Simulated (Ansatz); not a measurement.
**FeCo3: how the energy converges with the cutoff**

FeCo3, P4/mmm, a = 2.466 Å, c = 7.063 Å. The structure is a Materials Project entry; whether it is the stable form wasn't checked. Ansatz: PBEsol, PAW, cutoff varied, Γ-centred 16×16×6 mesh on 4 atoms, Gaussian smearing 0.10 eV; collinear spin, largest moment 2.4 μB. Single points at one geometry, the cutoff alone changed; ΔE is the energy at zero smearing over the run at 850 eV (runs within 0.3 meV/atom of it are left out). The run at 150 eV ended in another magnetic state and is left out. The runs up to 380 eV lie under the cutoff recommended for these PAW datasets.

```
cutoff (eV)  ΔE (meV/atom)
        200       20486.82
        250        4037.99
        300         541.14
        350          49.67
        380          10.97
        420           3.56
        460           2.42
        520           1.22
        600              ?
```

**Question.** Assume ΔE falls exponentially with the cutoff, fit y = ln ΔE against x, the cutoff in eV, to the other rows, and predict the missing value.

**Answer.** y = 9.928, 8.304, 6.294, 3.905, 2.395, 1.270, 0.884, 0.199. Means x = 360.0, y = 4.1474; Σ(Δx)² = 81000, ΣΔxΔy = -2674; the slope is their ratio. y = 16.03 − 0.03302 x, a factor of ten per 70 eV. At 600 eV this gives ΔE = 0.02 meV/atom. The run gave 0.68, a ratio of 0.03. Between neighbouring rows the decay runs from a factor of ten per 46 eV to one per 315 eV, so one exponential is only a rough guide. The fast fall gives way to a slow tail, so a fit to low cutoffs promises convergence too early.